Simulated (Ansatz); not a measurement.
# CdTe: how the settings move a single-point run

Aim: see which settings change the result for CdTe, by how much, and at what cost. The cell is built on a prototype (NiAs type) and needn't be the phase found in nature.

Program: Ansatz 0.2.0. Level of theory: reference: DFT, HSE06, plane waves, PAW. These are calculated values, not measurements.

2 further runs of the same task are left out: 1 for a known fault of the program, 1 that didn't finish.

## (1) Starting point

Symmetry: P6_3/mmc, No. 194, hexagonal system. Conventional cell: a = 4.315 Å, b = 4.315 Å, c = 7.071 Å, α = 90.00°, β = 90.00°, γ = 120.00°. Cd (site symmetry -3m) is surrounded by 6 Te at 3.05 Å. Around Te (site symmetry -6m2) lie 6 Cd at 3.05 Å.

Coordinates:

```cif
data_structure
_symmetry_space_group_name_H-M 'P 1'
_symmetry_Int_Tables_number 1
_cell_length_a 4.3150
_cell_length_b 4.3150
_cell_length_c 7.0705
_cell_angle_alpha 90.000
_cell_angle_beta 90.000
_cell_angle_gamma 120.000
_cell_volume 114.01
loop_
_atom_site_label
_atom_site_type_symbol
_atom_site_fract_x
_atom_site_fract_y
_atom_site_fract_z
_atom_site_occupancy
Cd1 Cd 0.00000 0.00000 0.00000 1
Cd2 Cd 0.00000 0.00000 0.50000 1
Te1 Te 0.33333 0.66667 0.25000 1
Te2 Te 0.66667 0.33333 0.75000 1
```

## (2) Baseline

input.yaml

```yaml
crystal:
  lattice:
    - [4.3149846324, 0.0, 0.0]
    - [-2.1574923162, 3.7368863086, 0.0]
    - [0.0, 0.0, 7.0705358683]
  atoms:
    - { symbol: Cd, position: [0.0, 0.0, 0.0] }
    - { symbol: Cd, position: [0.0, 0.0, 0.5] }
    - { symbol: Te, position: [0.3333333333, 0.6666666667, 0.25] }
    - { symbol: Te, position: [0.6666666667, 0.3333333333, 0.75] }
kpoints:
  mp_grid: { grid: [6, 6, 2] }
hamiltonian:
  xc: hse06
scf:
  occupations: { method: fermi_dirac, width: 0.02 }
  n_extra_bands: 5
output:
  forces: true
  stress: true
  eigenvalues: true
  write_density: true
  write_potential: true
  elf: true
  volumetric_format: npy
```

Started as:

```sh
$ ansatz run input.yaml --threads 4 --pin off --max-ram 3686MiB --backend cpu --events-out ev --progress --plain --runs-dir out
```

The log of the run, cut to the lines that bear on the results:

```text
Warning: output.stress: scf.convergence.dr2_threshold = 1e-7 eV (the SCF's general default) is looser than the 4e-10 eV advised for a printed stress (1e-10 eV for each atom of the cell: 4). What an SCF threshold leaves in a stress goes as its square root, and in the free energy as the [...]
Warning: output.stress: scf.exx.energy_threshold = 1e-6 eV is looser than the 4e-8 eV advised for a stress under a hybrid functional (1e-8 eV for each atom of the cell: 4). Every SCF of the exchange loop can meet its threshold on dr2 while the loop round them stops early: no threshold on [...]
Warning: RAYON_NUM_THREADS=4 ignored (pool sized by the plan → 4); use --threads N
scf.n_extra_bands = 5 over 36 filled bands (N_el = 72.0): the run solves 41 bands
[...]
Pseudopotentials: kind: paw
Pseudopotential: Cd, paw, valence charge 20, recommended cutoff 420 eV (normal), Cd.paw.azcp
Pseudopotential: Te, paw, valence charge 16, recommended cutoff 420 eV (normal), Te.paw.azcp
Functional definition: HSE06
[...]
Crystal: 4 atoms, lattice volume = 114.010 Å³
Basis set: ecut = 420 eV, 2237 PW (Γ), exchange–correlation on 60×60×96 points (8 copies of the dense FFT grid, shifted against one another)
Bands: 41, of which v1, the nominal top of the filled ones, is band 36 counted from 1 (35 counted from 0)
Symmetry: 24 space group operations
Space group: P63/mmc (ITA 194), of the structure as read, at distance tolerance 4.8e-5 Å
k-points: 14 of 72
[...]
SCF iter   1: F=—  HF=-30469.862339 eV  |F-HF|=—  |Δ(HF+E_count)|=         —  Δρ=1.96e-3  dr2=5.26e-3  ethr=1.77e-3  ⟨swp⟩=7.8  Hψ=2256  notcnv=0
[...]
Frozen-core exchange: fock
[...]
SCF 2 stopped early in 5 iterations: F = -30486.371796 eV  dr2 = 7.91e-7
hybrid outer 1: dexx = +2.748e-2 eV, tail = 1.65e-4 eV
[...]
Frozen-core exchange: fock
[...]
SCF iter   4: F=-30486.371926 eV  HF=-30486.371926 eV  |F-HF|=1.96e-10  |Δ(HF+E_count)|=   1.04e-9  Δρ=2.23e-6  dr2=1.60e-9  ethr=3.48e-11  ⟨swp⟩=4.2  Hψ=1498  notcnv=0  defer=1
[...]
hybrid outer 2: dexx = +7.513e-7 eV, tail = 5.71e-8 eV, Δε = 3.63e-3 eV (about 1.16e-4 eV left of the loop's levels)
hybrid SCF converged: 2 outer / 9 inner (+7 warm-up), last move |dexx| = 7.51e-7 eV, tail = 5.71e-8 eV
Stability not checked: this state was not tested for a lower state beside it, because the functional holds exact exchange (a hybrid, or Hartree-Fock), whose exchange loop this test does not read (fock_operator; see scf.lower_state_search)
Free energy (F): -30486.371926 eV
Frozen-core exchange: fock
[...]
E sigma→0 (E₀):  -30486.370769 eV
Entropy (-TS):   -0.002314 eV (-0.579 meV/atom)
Fermi energy:    9.746225 eV
[...]
--- Forces (eV/Å), atoms counted from 1 ---
  atom   1  Cd     0.00000000    -0.00000000    -0.00000000
  atom   2  Cd     0.00000000     0.00000000     0.00000000
  atom   3  Te     0.00000000     0.00000000     0.00000000
  atom   4  Te    -0.00000000    -0.00000000     0.00000000
[...]
--- Stress (GPa, compression-positive) ---
       -0.289541       0.000000      -0.000000
        0.000000      -0.289541      -0.000000
       -0.000000      -0.000000      -0.235458
  P = ⅓ Tr σ = -0.2715 GPa (-2.715 kbar)
--- Band table (eV; the first three rows and the last of 14) ---
[...]
```

It took 36 s on 4 threads of Intel Xeon Platinum 8259CL at 2.50GHz (Skylake/Cascade Lake), shared host; peak memory 2.1 GiB.

## (3) Variant: mp_grid.grid [6, 6, 4], xc pbe, accuracy low

input.yaml, as its differences from that of step 2:

```diff
@@ -11,5 +11,5 @@
 kpoints:
-  mp_grid: { grid: [6, 6, 2] }
+  mp_grid: { grid: [6, 6, 4] }
 hamiltonian:
-  xc: hse06
+  xc: pbe
 scf:
@@ -21,5 +21,2 @@
   eigenvalues: true
-  write_density: true
-  write_potential: true
-  elf: true
-  volumetric_format: npy
+accuracy: low
```

Started as:

```sh
$ ansatz run input.yaml --threads 4 --pin off --max-ram 3686MiB --backend cpu --events-out ev --progress --plain --runs-dir out
```

The log of the run, cut to the lines that bear on the results:

```text
Warning: RAYON_NUM_THREADS=4 ignored (pool sized by the plan → 4); use --threads N
scf.n_extra_bands = 5 over 36 filled bands (N_el = 72.0): the run solves 41 bands
[...]
[... 3 set-up lines as earlier in the session ...]
Functional definition: PBE
[...]
Crystal: 4 atoms, lattice volume = 114.010 Å³
Basis set: ecut = 420 eV, 2237 PW (Γ), exchange–correlation on 60×60×96 points (8 copies of the dense FFT grid, shifted against one another)
Bands: 41, of which v1, the nominal top of the filled ones, is band 36 counted from 1 (35 counted from 0)
[... 2 set-up lines as earlier in the session ...]
k-points: 21 of 144
[...]
SCF iter   1: F=—  HF=-30469.849726 eV  |F-HF|=—  |Δ(HF+E_count)|=         —  Δρ=1.75e-3  dr2=5.16e-3  ethr=1.77e-3  ⟨swp⟩=7.0  Hψ=3233  notcnv=0
[...]
SCF iter   6: F=-30469.848797 eV  HF=-30469.848797 eV  |F-HF|=3.14e-8  |Δ(HF+E_count)|=   1.85e-7  Δρ=7.53e-6  dr2=4.08e-8  ethr=1.39e-10  ⟨swp⟩=8.1  Hψ=3360  notcnv=0
[...]
SCF converged after 6 iterations
Free energy (F): -30469.848797 eV
[...]
E sigma→0 (E₀):  -30469.848008 eV
Entropy (-TS):   -0.001579 eV (-0.395 meV/atom)
Fermi energy:    10.145748 eV
[...]
--- Forces (eV/Å), atoms counted from 1 ---
  atom   1  Cd     0.00000000    -0.00000000     0.00000000
  atom   2  Cd     0.00000000    -0.00000000     0.00000000
  atom   3  Te     0.00000000     0.00000000     0.00000000
  atom   4  Te     0.00000000    -0.00000000     0.00000000
[...]
--- Stress (GPa, compression-positive) ---
        1.135583      -0.000000      -0.000000
       -0.000000       1.135583       0.000000
       -0.000000       0.000000       0.984349
  P = ⅓ Tr σ = 1.0852 GPa (10.852 kbar)
--- Band table (eV; the first three rows and the last of 21) ---
[...]
```

Wall time 1.4 s (4 threads of Intel Xeon Platinum 8259CL at 2.50GHz (Skylake/Cascade Lake), shared host); peak memory 0.59 GiB.

A change of functional puts the total energy on another scale; the pressure goes from -0.3 to 1.1 GPa. The k-point mesh and accuracy level changed too.

## (4) Side by side

```tsv
run	ending	energy change	pressure (GPa)	gap (eV)	force (eV/Å)	cycles	time
reference	converged	-	-0.3	0.00	0.00	16	36 s
1: mp_grid.grid [6, 6, 4], xc pbe, accuracy low	converged	not comparable	1.1	0.00	0.00	6	1.4 s
```

Times don't compare one to one where runs were asked for different outputs or read a saved state (see the inputs); cycles may leave out searches for a lower state.

Residual by cycle in the longest SCF loop of each run; runs are numbered as in the table. The quantity is the density residual dr2, in eV.

```tsv
cycle	reference	run 1
1	0.00526	0.00516
2	6.1e-4	2.8e-4
3	9.3e-5	9.0e-6
4	4.7e-6	4.1e-6
5	2.4e-7	6.0e-7
6	7.1e-9	4.1e-8
7	2.6e-10	-
```

After a change of functional the difference of the totals has no physical meaning; the pressure goes from -0.3 to 1.1 GPa. The k-point mesh and accuracy level changed too.
